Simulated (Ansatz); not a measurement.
# armchair WS2 nanoribbon (N = 6, bare edges): bands under strain, part 3 of 3

What gap, if any, does the armchair WS2 nanoribbon (N = 6, bare edges) have, and how does it change under strain?

Ansatz 0.2.0; DFT PBE, plane waves, PAW; relaxation of a wire's period (the session's first sound run).

So far, band gap (eV): step 3 (bands of the perfect wire) 0.341; step 4 (At a strained period, period over the relaxed period 0.96, k-mesh 1×1×12) 0.273; step 5 (strain along the wire, period over the relaxed period 0.98, k-mesh 1×1×12) 0.306.

### Step 6. Strain along the wire, period over the relaxed period 1.02, k-mesh 1×1×11

Level of this step: DFT PBE, plane waves, PAW; relaxation at a fixed period (Ansatz).

The period is set to 1.02 times the relaxed one and the atoms relax within it: strain changes bond lengths and angles, which shifts the bands against each other. Against the first PBE run of this kind, the mesh along the wire has 11 points against 15.

The cell differs from the one that the last finished run ended in (c 5.346 → 5.565 Å).

Contents of input.yaml:

```yaml
crystal:
  lattice:
    - [14.95, 0.0, 0.0]
    - [0.0, 10.14, 0.0]
    - [0.0, 0.0, 5.5646094852]
  atoms:
    - { symbol: W, position: [0.251244435, 0.5, 0.029915077], spin: 0.3 }
    - { symbol: W, position: [0.446070296, 0.5, 0.993226441] }
    - { symbol: W, position: [0.667320229, 0.5, 0.011525964] }
    - { symbol: S, position: [0.225828549, 0.656745411, 0.322772736] }
    - { symbol: S, position: [0.225828549, 0.343254589, 0.322772736] }
    - { symbol: S, position: [0.443295979, 0.651728807, 0.334842518] }
    - { symbol: S, position: [0.443295979, 0.348271193, 0.334842518] }
    - { symbol: S, position: [0.657542858, 0.66190048, 0.325051003] }
    - { symbol: S, position: [0.657542858, 0.33809952, 0.325051003] }
    - { symbol: W, position: [0.332679771, 0.5, 0.511525964] }
    - { symbol: W, position: [0.553929704, 0.5, 0.493226441] }
    - { symbol: W, position: [0.748755565, 0.5, 0.529915077], spin: 0.3 }
    - { symbol: S, position: [0.342457142, 0.66190048, 0.825051003] }
    - { symbol: S, position: [0.342457142, 0.33809952, 0.825051003] }
    - { symbol: S, position: [0.556704021, 0.651728807, 0.834842518] }
    - { symbol: S, position: [0.556704021, 0.348271193, 0.834842518] }
    - { symbol: S, position: [0.774171451, 0.656745411, 0.822772736] }
    - { symbol: S, position: [0.774171451, 0.343254589, 0.822772736] }
magnetization:
  spin_polarized: true
kpoints:
  mp_grid: { grid: [1, 1, 11] }
  band_path: { path: ["Γ", Z], npoints: 90 }
scf:
  occupations: { method: fermi_dirac, width: 0.05 }
hamiltonian:
  xc: pbe
relax:
  max_steps: 40
  f_tol: 0.02
output:
  stress: true
```

The run is started by

```
ansatz run input.yaml --threads 4 --pin off --max-ram 16384MiB --backend cpu --events-out ev --progress --plain --runs-dir out
```

Numbers of over 12 decimals in the logs are rounded to 6 here.

The log of the run:

```text
[...]
Crystal: 18 atoms, lattice volume = 843.556 Å³
Basis set: ecut = 420 eV, 16527 PW (Γ), exchange–correlation on 200×144×80 points (8 copies of the dense FFT grid, shifted against one another)
Bands: 97, of which v1, the nominal top of the filled ones, is band 78 counted from 1 (77 counted from 0)
[...]
- { symbol: W, position: [0.746883, 0.5, 0.534198] }
    - { symbol: S, position: [0.342821, 0.660977, 0.823948] }
    - { symbol: S, position: [0.342821, 0.339023, 0.823948] }
    - { symbol: S, position: [0.556500, 0.650897, 0.834197] }
    - { symbol: S, position: [0.556500, 0.349103, 0.834197] }
    - { symbol: S, position: [0.771708, 0.656700, 0.821463] }
    - { symbol: S, position: [0.771708, 0.343300, 0.821463] }
[key lines of the parts left out:]
SCF converged after 7 iterations
Magnetization: 0.0000 μB (78.0000 up, 78.0000 down)
Free energy (F): -73140.250879 eV
Fermi energy:    1.223849 eV
P = ⅓ Tr σ = -0.3936 GPa (-3.936 kbar)
```

It took 7.6 min on 4 threads of Arm Neoverse V1, shared host; peak memory 6.8 GiB; 30 min of CPU time.

Relaxation path:

```csv
step,energy less that of the first step (eV),largest force component (eV/Å)
1,0.0000,0.4272
2,-0.0111,0.3711
3,-0.0399,0.0757
4,-0.0404,0.0539
5,-0.0408,0.0113
```

Forces are held to the 4 operations that the run works with; a distortion that breaks them can't arise in this run.

The atoms that moved most (Å):

```csv
atom,dx,dy,dz,length
S17,-0.037,0.000,-0.007,0.038
S18,-0.037,0.000,-0.007,0.038
S4,0.037,0.000,-0.007,0.038
S5,0.037,0.000,-0.007,0.038
W12,-0.028,0.000,0.024,0.037
W1,0.028,0.000,0.024,0.037
W10,0.012,0.000,0.006,0.013
W3,-0.012,0.000,0.006,0.013
```

Final coordinates:

```xyz
18
Lattice="14.9500 0.0000 0.0000 0.0000 10.1400 0.0000 0.0000 0.0000 5.5646" Properties=species:S:1:pos:R:3
W     3.7841    5.0700    0.1903
W     6.6712    5.0700    5.5311
W     9.9647    5.0700    0.0702
S     3.4130    6.6589    1.7888
S     3.4130    3.4811    1.7888
S     6.6303    6.6001    1.8597
S     6.6303    3.5399    1.8597
S     9.8248    6.7023    1.8026
S     9.8248    3.4377    1.8026
W     4.9853    5.0700    2.8525
W     8.2788    5.0700    2.7488
W    11.1659    5.0700    2.9726
S     5.1252    6.7023    4.5849
S     5.1252    3.4377    4.5849
S     8.3197    6.6001    4.6420
S     8.3197    3.5399    4.6420
S    11.5370    6.6589    4.5711
S    11.5370    3.4811    4.5711
```

The gap is 0.371 eV, against 0.341 eV under PBE at the relaxed period, with no moment.

### Step 7. At a strained period, period over the relaxed period 1.04, k-mesh 1×1×11

The period is set to 1.04 times the relaxed one and the atoms relax within it: strain changes bond lengths and angles, which shifts the bands against each other. Against the first PBE run of this kind, the mesh along the wire has 11 points against 15.

The cell differs from the one that the last finished run ended in (c 5.565 → 5.674 Å).

Edit input.yaml of step 6 so:

```diff
@@ -4,3 +4,3 @@
     - [0.0, 10.14, 0.0]
-    - [0.0, 0.0, 5.5646094852]
+    - [0.0, 0.0, 5.6737194751]
   atoms:
```

The log of the run:

```text
[...]
Crystal: 18 atoms, lattice volume = 860.096 Å³
Basis set: ecut = 420 eV, 16875 PW (Γ), exchange–correlation on 200×144×80 points (8 copies of the dense FFT grid, shifted against one another)
Bands: 97, of which v1, the nominal top of the filled ones, is band 78 counted from 1 (77 counted from 0)
[...]
- { symbol: W, position: [0.744985, 0.5, 0.538994] }
    - { symbol: S, position: [0.343103, 0.660066, 0.822847] }
    - { symbol: S, position: [0.343103, 0.339934, 0.822847] }
    - { symbol: S, position: [0.556341, 0.649984, 0.833207] }
    - { symbol: S, position: [0.556341, 0.350016, 0.833207] }
    - { symbol: S, position: [0.769732, 0.656488, 0.820646] }
    - { symbol: S, position: [0.769732, 0.343512, 0.820646] }
[key lines of the parts left out:]
SCF converged after 9 iterations
Magnetization: 0.0000 μB (78.0000 up, 78.0000 down)
Free energy (F): -73140.069922 eV
Fermi energy:    1.112837 eV
P = ⅓ Tr σ = -0.7469 GPa (-7.469 kbar)
```

Elapsed: 8.9 min, on 4 threads; peak memory 6.9 GiB.

Step by step:

```csv
step,energy less that of the first step (eV),largest force component (eV/Å)
1,0.0000,0.8045
2,-0.0280,0.7658
3,-0.1501,0.1474
4,-0.1527,0.1110
5,-0.1538,0.0374
6,-0.1528,0.0853
7,-0.1546,0.0052
```

Relaxation step 6 was tried and not accepted.

The run keeps the 4 symmetry operations that it works with, so distortions that break them were not tested.

The atoms that moved most (Å):

```csv
atom,dx,dy,dz,length
W12,-0.056,0.000,0.052,0.076
W1,0.056,0.000,0.052,0.076
S17,-0.066,-0.003,-0.012,0.068
S18,-0.066,0.003,-0.012,0.068
S4,0.066,-0.003,-0.012,0.068
S5,0.066,0.003,-0.012,0.068
W3,-0.022,0.000,0.011,0.025
W10,0.022,0.000,0.011,0.025
```

The relaxed structure:

```xyz
18
Lattice="14.9500 0.0000 0.0000 0.0000 10.1400 0.0000 0.0000 0.0000 5.6737" Properties=species:S:1:pos:R:3
W     3.8125    5.0700    0.2212
W     6.6742    5.0700    5.6401
W     9.9541    5.0700    0.0768
S     3.4425    6.6568    1.8193
S     3.4425    3.4832    1.8193
S     6.6327    6.5908    1.8905
S     6.6327    3.5492    1.8905
S     9.8206    6.6931    1.8317
S     9.8206    3.4469    1.8317
W     4.9959    5.0700    2.9136
W     8.2758    5.0700    2.8033
W    11.1375    5.0700    3.0581
S     5.1294    6.6931    4.6686
S     5.1294    3.4469    4.6686
S     8.3173    6.5908    4.7274
S     8.3173    3.5492    4.7274
S    11.5075    6.6568    4.6561
S    11.5075    3.4832    4.6561
```

The gap is 0.388 eV, against 0.341 eV under PBE at the relaxed period, with no moment.

### Step 8. Strain along the wire, period over the relaxed period 1.06, k-mesh 1×1×11

The period is set to 1.06 times the relaxed one and the atoms relax within it: strain changes bond lengths and angles, which shifts the bands against each other. Against the first PBE run of this kind, the mesh along the wire has 11 points against 15.

The cell differs from the one that the last finished run ended in (c 5.674 → 5.783 Å).

Edit input.yaml of step 7 so:

```diff
@@ -4,3 +4,3 @@
     - [0.0, 10.14, 0.0]
-    - [0.0, 0.0, 5.6737194751]
+    - [0.0, 0.0, 5.782829465]
   atoms:
```

The log of the run:

```text
[...]
Crystal: 18 atoms, lattice volume = 876.636 Å³
Basis set: ecut = 420 eV, 17135 PW (Γ), exchange–correlation on 200×144×80 points (8 copies of the dense FFT grid, shifted against one another)
Bands: 97, of which v1, the nominal top of the filled ones, is band 78 counted from 1 (77 counted from 0)
[...]
- { symbol: W, position: [0.743283, 0.5, 0.544661] }
    - { symbol: S, position: [0.343057, 0.658984, 0.821731] }
    - { symbol: S, position: [0.343057, 0.341016, 0.821731] }
    - { symbol: S, position: [0.556101, 0.649073, 0.831689] }
    - { symbol: S, position: [0.556101, 0.350927, 0.831689] }
    - { symbol: S, position: [0.767762, 0.656438, 0.820451] }
    - { symbol: S, position: [0.767762, 0.343562, 0.820451] }
[key lines of the parts left out:]
SCF converged after 3 iterations
Magnetization: -0.0000 μB (78.0000 up, 78.0000 down)
Free energy (F): -73139.786037 eV
Fermi energy:    1.018843 eV
P = ⅓ Tr σ = -1.0443 GPa (-10.443 kbar)
```

Wall time 8.7 min (4 threads); peak memory 7 GiB; 34 min of CPU time.

The gap is 0.378 eV, against 0.341 eV under PBE at the relaxed period, with no moment.

### Step 9. Comparing the runs

Times are for 4 threads of Arm Neoverse V1, shared host. Results by setting:

```csv
no.,period over the relaxed period,k-mesh,pressure (GPa),band gap (eV),time,memory (GiB)
1,0.96,1×1×12,0.9094,0.273,7.9 min,6.4
2,0.98,1×1×12,0.4480,0.306,7.5 min,6.5
3,1.02,1×1×11,-0.3936,0.371,7.6 min,6.8
4,1.04,1×1×11,-0.7469,0.388,8.9 min,6.9
5,1.06,1×1×11,-1.044,0.378,8.7 min,7.0
```

### Step 10. What came out

| Item | Value |
| --- | --- |
| cell length, PBE | 5.455 Å |
| gap, PBE | 0.341 eV |
| gap, period scaled by 0.96 | 0.273 eV |
| gap, period scaled by 0.98 | 0.306 eV |
| gap, period scaled by 1.02 | 0.371 eV |
| gap, period scaled by 1.04 | 0.388 eV |
| gap, period scaled by 1.06 | 0.378 eV |

**Reading.** Under PBE the cell's length is 5.46 Å, no moment survives, and a gap of 0.34 eV makes it a semiconductor. Strain matters: under PBE the gap goes from 0.34 eV to 0.273 eV at 0.96 times the period, 0.306 eV at 0.98 times the period, 0.371 eV at 1.02 times the period, 0.388 eV at 1.04 times the period and 0.378 eV at 1.06 times the period. Where the gap is under about 0.35 eV, the smearing of 0.05 eV partly fills the band edges in the SCF. In the perfect wire the moments were started parallel, and no opposed start was run. Spin-orbit coupling is left out, which matters for the bands of heavy atoms.

[Logs are printed without paths, hosts, clocks, repeated set-up lines and the standing remarks that a program may print on its own settings, such as how far it seeks lower states.]

[Hosts, paths, dates, database ids (printed as entryN), source tags and the programs' standing remarks are cut or masked in the printed files.]
